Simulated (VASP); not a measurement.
A run of VASP 6.6.1:

The input INCAR:

```
PREC = Accurate ; ENCUT = 350
EDIFF = 1E-5 ; ISMEAR = 0
SIGMA = 0.03 ; LREAL = Auto
LASPH = True ; NELM = 120
ALGO = Normal ; ISIF = 2
LWAVE = False ; LCHARG = False
ISPIN = 2 ; MAGMOM = 0 0 0 0 0.33 0.33 0.33 0 0 0 0 0 0 0 0 0 0 0 0 0 0 0 0
LORBIT = 11 ; LMAXMIX = 4
GGA = PS ; NELECT = 203.0
ISYM = 0 ; KPAR = 4
```

The input KPOINTS:

```
Automatic mesh
0
Gamma
  3 3 2
```

POSCAR

```
W8S15                                   
1.0
    6.3064000000      0.0000000000      0.0000000000
   -3.1532000000      5.4615026064      0.0000000000
    0.0000000000      0.0000000000     12.3230000000
  W               S             
     8    15
Direct
     0.1660811711087131    0.3329559054630848    0.2505053627364316
     0.1655030209964350    0.8325240512562807    0.2507804300183594
     0.6655847033889354    0.3328591390000241    0.2508878372242591
     0.6659446322495615    0.8330478607582199    0.2507903416367087
     0.3273848891878560    0.1690912815366009    0.7508284041482417
     0.3295354348070829    0.6614372190714957    0.7512527004500994
     0.8395881109306005    0.1689626972215315    0.7509939034046762
     0.8324008959807951    0.6671264284998665    0.7504910355391373
     0.1639286123387271    0.8325899093833325    0.6240360195005853
     0.6663412929001398    0.3343687045047364    0.6244880054920083
     0.6664473194368852    0.8325749423755134    0.6241014155357283
     0.3323808586340449    0.1656943246718255    0.1234446737711514
     0.3328243180762905    0.6668500384608839    0.1234142170761966
     0.8322229303437838    0.1664227818039699    0.1235659685771599
     0.8320854299383073    0.6660083003671876    0.1238788096581976
     0.1661655220210583    0.3343262982558287    0.8780274740594110
     0.1702921154404340    0.8361966239352064    0.8760842363991439
     0.6629365719095525    0.3283336350431602    0.8756344753344453
     0.6634874180824596    0.8360452563778545    0.8761213585797579
     0.3322736682529920    0.1657392445511536    0.3778412803127942
     0.3323845703339819    0.6660437090810252    0.3778774149639607
     0.8329289076311696    0.1666260548004194    0.3778076182515055
     0.8323446060101818    0.6661585935807915    0.3778920173300434
```

Potentials or basis: VASP PAW PBE potentials, release 64 (W_sv, S).

Command:

```console
$ cat potpaw_PBE.64/W_sv/POTCAR potpaw_PBE.64/S/POTCAR > POTCAR
$ mpirun -np 4 vasp_std > vasp.out
```

Hardware: 4 MPI ranks on Intel(R) Xeon(R) Platinum 8488C (Sapphire Rapids) (shared host).

Estimate the wall time of this run.

Wall time 5.6 min on 4 MPI ranks on Intel(R) Xeon(R) Platinum 8488C (Sapphire Rapids), with other jobs on the host, peak memory 0.66 GiB a rank. Counts: scf iterations 16, k points 10.
